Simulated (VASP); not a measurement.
# Settings for C: vacuum levels of a slab or layer

C, slab, 16 atoms in the cell. PBEsol; PAW potentials C (PBE set). VASP 6.6.1.

Wanted: face levels within 0.04 eV; energy within 2 meV/atom; forces within 0.02 eV/Å.

Crystal: C, P6_3/mmc; Face: (1 0 1); Atomic planes: 16; Dipole correction: yes.

Face levels: vacuum level at each face, counted from the Fermi level.

POSCAR of the starting run:
```
C
1.0
    4.8551481841      0.0000000000      0.0000000000
    0.6435088940      2.4154830531      0.0000000000
    0.0000000000      0.0000000000     22.3622299162
C
16
Direct
    0.1012564241      0.7931217930      0.3532259518
    0.6367435727      0.5253782086      0.3675401297
    0.6088409471      0.0393295315      0.4069578395
    0.9314051957      0.3780473972      0.3353869461
    0.3141793240      0.1866603430      0.4391110232
    0.8496664726      0.9189167587      0.4534252012
    0.8217638470      0.4328680815      0.4928429110
    0.1443280957      0.7715859471      0.4212720176
    0.5271022240      0.5801988930      0.5249960946
    0.0625893726      0.3124553088      0.5393102727
    0.0346867470      0.8264066315      0.5787279824
    0.3572509956      0.1651244972      0.5071570890
    0.7400251238      0.9737374431      0.6108811661
    0.2755122724      0.7059938587      0.6251953441
    0.2476096468      0.2199451816      0.6646130539
    0.5701738955      0.5586630473      0.5930421605
```

The series start from vacuum (Å): 15; correction: LDIPOL, IDIPOL 3, DIPOL, AMIN 0.01; k spacing (1/Å): 0.3; Cutoff ENCUT (eV): 525; SCF threshold EDIFF (eV): 1e-6; PREC: Accurate; LREAL: .FALSE.; ALGO: Normal. Each series keeps the choices made before it, and each single choice may use up half of a tolerance.

## Vacuum (Å)

| Vacuum (Å) | Face levels, largest deviation (eV) | Energy less reference (meV/atom) | Forces, largest deviation (eV/Å) | SCF iterations | Time (s) |
|---|---|---|---|---|---|
| 6 | 0.008 | 0.5 | 0.002 | 19 | 22 |
| 8 | 0.013 | 0.4 | 0.001 | 21 | 28 |
| 10 | 0.000 | 0.3 | 0.000 | 27 | 44 |
| 12 | 0.000 | 0.3 | 0.000 | 29 | 49 |
| 15 | 0.001 | 0.2 | 0.000 | 32 | 91 |
| 20 | 0.000 | 0.1 | 0.000 | 36 | 88 |
| 25 (reference) | 0.000 | 0.0 | 0.000 | 41 | 127 |

Chosen: 6, the loosest value from which every tighter one stays within half of the tolerance.

## Correction

| Correction | Face levels, largest deviation (eV) | Energy less reference (meV/atom) | Forces, largest deviation (eV/Å) | SCF iterations | Time (s) |
|---|---|---|---|---|---|
| LDIPOL, IDIPOL 3, DIPOL, AMIN 0.01 | 0.000 | 0.0 | 0.000 | 19 | 22 |
| LDIPOL, default AMIN | 0.000 | 0.0 | 0.000 | 19 | 22 |
| LDIPOL, no DIPOL | no result | no result | no result | 150 | 170 |
| IDIPOL 3 alone (energy only) | 0.564 | 1.8 | 0.046 | 18 | 21 |
| kernel truncation, coarsened | 0.073 | -0.4 | 0.001 | 19 | 28 |
| kernel truncation, full padding | 0.003 | -0.4 | 0.001 | 19 | 30 |

Chosen: LDIPOL, IDIPOL 3, DIPOL, AMIN 0.01; no other choice that stays within half of the tolerance saves 30 % of the time.

## k spacing (1/Å)

| k spacing (1/Å) | Face levels, largest deviation (eV) | Energy less reference (meV/atom) | Forces, largest deviation (eV/Å) | SCF iterations | Time (s) |
|---|---|---|---|---|---|
| 0.6 | 0.109 | 5.6 | 0.138 | 21 | 12 |
| 0.45 | 0.147 | 2.3 | 0.088 | 19 | 12 |
| 0.3 | 0.014 | 0.5 | 0.033 | 19 | 22 |
| 0.22 | 0.013 | 0.4 | 0.016 | 18 | 38 |
| 0.16 (reference) | 0.000 | 0.0 | 0.000 | 18 | 57 |

Chosen: 0.16; the next looser run is off by more than half of the tolerance, so convergence isn't shown beyond this value.

## Cutoff ENCUT (eV)

| Cutoff ENCUT (eV) | Face levels, largest deviation (eV) | Energy less reference (meV/atom) | Forces, largest deviation (eV/Å) | SCF iterations | Time (s) |
|---|---|---|---|---|---|
| 320 | 0.003 | -33.4 | 0.086 | 19 | 34 |
| 400 | 0.001 | 1.4 | 0.010 | 18 | 42 |
| 460 | 0.001 | 3.5 | 0.019 | 19 | 52 |
| 525 | 0.002 | 4.8 | 0.020 | 18 | 57 |
| 600 | 0.001 | 2.9 | 0.014 | 19 | 75 |
| 725 (reference) | 0.000 | 0.0 | 0.000 | 19 | 115 |

Chosen: 725; the next looser run is off by more than half of the tolerance, so convergence isn't shown beyond this value.

## SCF threshold EDIFF (eV)

| SCF threshold EDIFF (eV) | Face levels, largest deviation (eV) | Energy less reference (meV/atom) | Forces, largest deviation (eV/Å) | SCF iterations | Time (s) |
|---|---|---|---|---|---|
| 0.001 | 0.202 | 0.1 | 0.062 | 12 | 78 |
| 0.0001 | 0.004 | 0.0 | 0.004 | 16 | 97 |
| 1e-5 | 0.001 | 0.0 | 0.002 | 17 | 109 |
| 1e-6 | 0.000 | 0.0 | 0.000 | 19 | 115 |
| 1e-7 (reference) | 0.000 | 0.0 | 0.000 | 19 | 107 |

Chosen: 0.0001.

## PREC

| PREC | Face levels, largest deviation (eV) | Energy less reference (meV/atom) | Forces, largest deviation (eV/Å) | SCF iterations | Time (s) |
|---|---|---|---|---|---|
| Accurate | 0.000 | 0.0 | 0.000 | 16 | 97 |
| Normal | 0.000 | 0.0 | 0.000 | 16 | 49 |

Chosen: Normal, the fastest of those that stay within half of the tolerance.

## LREAL

| LREAL | Face levels, largest deviation (eV) | Energy less reference (meV/atom) | Forces, largest deviation (eV/Å) | SCF iterations | Time (s) |
|---|---|---|---|---|---|
| .FALSE. | 0.000 | 0.0 | 0.000 | 16 | 49 |
| Auto | 0.000 | 0.0 | 0.010 | 16 | 40 |

Chosen: .FALSE..

## ALGO

| ALGO | Face levels, largest deviation (eV) | Energy less reference (meV/atom) | Forces, largest deviation (eV/Å) | SCF iterations | Time (s) |
|---|---|---|---|---|---|
| Normal | 0.000 | 0.0 | 0.000 | 16 | 49 |
| Fast | 0.003 | 0.0 | 0.011 | 16 | 45 |
| All | 0.020 | 0.0 | 0.029 | 20 | 51 |

Chosen: Normal.

## All choices together

| Input | Face levels, largest deviation (eV) | Energy less reference (meV/atom) | Forces, largest deviation (eV/Å) | Time (s) |
|---|---|---|---|---|
| starting input without the dipole correction (naive) | 0.597 | 5.2 | 0.041 | 68 |
| chosen settings | 0.002 | 0.5 | 0.003 | 49 |
| reference settings throughout | 0.000 | 0.0 | 0.000 | 643 |

The chosen settings stay within the tolerance of the reference run, but the reference itself isn't shown to be converged in: k spacing (1/Å), Cutoff ENCUT (eV).

Values of the reference run: Face levels: 7.037, 5.606 eV.

## The input

INCAR:
```
SYSTEM = C
PREC = Normal
ENCUT = 725
EDIFF = 1E-4
ISMEAR = 0
SIGMA = 0.1
LREAL = .False.
LASPH = .True.
ALGO = Normal
NELM = 150
LWAVE = .False.
LCHARG = .False.
GGA = PS
KPAR = 8
LVHAR = .True.
LVACPOTAV = .True.
LDIPOL = .True.
IDIPOL = 3
DIPOL = 0.5 0.5 0.5
AMIN = 0.01
```

KPOINTS:
```
Automatic mesh
0
Gamma
  9 17 1
  0 0 0
```

POSCAR:
```
C
1.0
    4.8551481841      0.0000000000      0.0000000000
    0.6435088940      2.4154830531      0.0000000000
    0.0000000000      0.0000000000     13.3622299162
C
16
Direct
    0.1012564241      0.7931217930      0.2543677191
    0.6367435727      0.5253782086      0.2783230724
    0.6088409471      0.0393295315      0.3442901973
    0.9314051957      0.3780473972      0.2245134247
    0.3141793240      0.1866603430      0.3980998452
    0.8496664726      0.9189167587      0.4220551985
    0.8217638470      0.4328680815      0.4880223233
    0.1443280957      0.7715859471      0.3682455508
    0.5271022240      0.5801988930      0.5418319711
    0.0625893726      0.3124553088      0.5657873245
    0.0346867470      0.8264066315      0.6317544492
    0.3572509956      0.1651244972      0.5119776767
    0.7400251238      0.9737374431      0.6855640971
    0.2755122724      0.7059938587      0.7095194504
    0.2476096468      0.2199451816      0.7754865753
    0.5701738955      0.5586630473      0.6557098027
```

Commands:
```
cat potpaw_PBE.64/C/POTCAR > POTCAR
mpirun -np 8 vasp_std > vasp.out
```

Limits: The program found no field-free region, so the vacuum level is rough; at EDIFF = 0.0001 other algorithms or programs end up to 1.4 times the tolerance apart, so this threshold passes by luck, and a tighter one is safer.

The chosen input took VASP 6.6.1 49 s on 8 cores (Intel Xeon Platinum 8488C (Sapphire Rapids)), a shared host.

## An input that fails: centre for the dipole put into the vacuum's far side

The electronic loop stops at its limit of 150 steps.

Changes against the starting input:
```
- DIPOL = 0.5 0.5 0.5
+ DIPOL = 0.5 0.5 0.0
```
